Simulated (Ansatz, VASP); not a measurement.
## AlN in VASP and in Ansatz

INCAR

```
SYSTEM = AlN
PREC     = Accurate       ! precision mode
ENCUT    = 600            ! plane-wave cutoff, eV
EDIFF    = 1E-6           ! SCF threshold, eV
ISMEAR   = 0              ! smearing method
SIGMA    = 0.01           ! smearing width, eV
LREAL    = .False.        ! projectors in reciprocal space
LASPH    = .True.         ! aspherical terms in the spheres
NELM     = 100            ! most SCF steps
ALGO     = Normal         ! electronic algorithm
ISIF     = 3              ! what is computed and relaxed
LWAVE    = .False.        ! write WAVECAR
LCHARG   = .False.        ! write CHGCAR
GGA      = PS             ! functional
IBRION   = 2              ! ionic algorithm
NSW      = 80             ! ionic steps
EDIFFG   = -0.001         ! ionic threshold
```

KPOINTS

```
Automatic mesh
0
Gamma
  10 10 10
  0 0 0
```

Contents of POSCAR:

```
AlN
1.0
    0.0000000000      2.1886810928      2.1886810928
    2.1886810928      0.0000000000      2.1886810928
    2.1886810928      2.1886810928      0.0000000000
Al N
1 1
Direct
    0.0000000000      0.0000000000      0.0000000000
    0.7500000000      0.7500000000      0.7500000000
```

Input for Ansatz:

```yaml
crystal:
  lattice:
    - [0.0, 2.1886810928, 2.1886810928]
    - [2.1886810928, 0.0, 2.1886810928]
    - [2.1886810928, 2.1886810928, 0.0]
  atoms:
    - { symbol: Al, position: [0.0, 0.0, 0.0] }
    - { symbol: "N", position: [0.75, 0.75, 0.75] }
basis:
  ecutwfc: 420
kpoints:
  mp_grid: { grid: [10, 10, 10] }
hamiltonian:
  xc: pbesol
scf:
  occupations: { method: fixed }
output:
  forces: true
  stress: true
  eigenvalues: true
relax:
  adjacent_minimum: "off"
  f_tol: 0.001
  max_steps: 60
  cell: { stress_tol: 0.01 }
```

Alike in both runs: task relaxation of cell and atoms; functional PBEsol; k mesh 10 × 10 × 10; no spin polarisation.

|  | VASP | Ansatz |
| --- | --- | --- |
| version | VASP 6.6.1 | Ansatz 0.2.0 |
| potentials or method | VASP PAW PBE potentials, release 64 (Al, N) | scalar-relativistic, plane waves, PAW |
| plane-wave cutoff (eV) | 600 | 420 |
| occupations | gaussian, width 0.01 eV | fixed |
| valence electrons in the cell | 8 | 8 |

|  | VASP | Ansatz | Ansatz less VASP |
| --- | --- | --- | --- |
| gap on the k mesh at the Fermi level, each at its own relaxed structure (eV) | 3.18 | 3.19 | +0.008 |
| relaxed volume (Å³/atom) | 10.48 | 10.49 | +0.008 |
| relaxed cell length with the largest relative difference (Å) | 3.095 | 3.095 | +0.0008 |

Caveats: the PAW data sets were made with another functional, which shifts forces and pressure a little (VASP). A k mesh can miss the band edges.
